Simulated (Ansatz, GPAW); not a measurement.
## MnS: 3 runs at one level of theory

```
CELL_PARAMETERS angstrom
0.00000 2.47346 2.47346
2.47346 0.00000 2.47346
2.47346 2.47346 0.00000
ATOMIC_POSITIONS crystal
Mn 0.00000 0.00000 0.00000
S 0.75000 0.75000 0.75000
```

The cell is a database's computed one, not the measured one.

Alike in all runs: task band structure; functional LDA; k mesh 9 × 9 × 9; occupations fermi-dirac, width 0.05 eV; collinear spin, ferromagnetic start; no spin-orbit coupling. LDA stands for any of its common fits. Pressure is positive in compression and, in plane waves, holds the error of the finite cutoff, which Ansatz's Pulay term estimates and takes out.

| program and potentials | plane-wave cutoff (eV) | notes | pressure (GPa) | net moment per atom (μB) |
| --- | --- | --- | --- | --- |
| Ansatz, Ansatz PAW | 420 | potentials made for PBE, which Ansatz adapts in part; Pulay term of +0.04 GPa included | -7.03 | 0.07 |
| Ansatz, all-electron LAPW, scalar-relativistic | - | - | -6.93 | 0.07 |
| GPAW, the program's PAW data sets (release 1.2.1) made for this functional | 600 | - | -7.24 | 0.06 |

The pressure spans -7.24 (GPAW, the program's PAW data sets (release 1.2.1) made for this functional) to -6.93 GPa (Ansatz, all-electron LAPW, scalar-relativistic), with all-electron results at -6.93. The net moment per atom spans 0.06 (GPAW, the program's PAW data sets (release 1.2.1) made for this functional) to 0.07 μB (Ansatz, all-electron LAPW, scalar-relativistic), with all-electron results at 0.07. The state is the one that the start led to, which needn't be the lowest.

The functional is the same throughout but for its coding, so the spread measures potentials, basis and numerics; runs on potential files found faulty are left out.
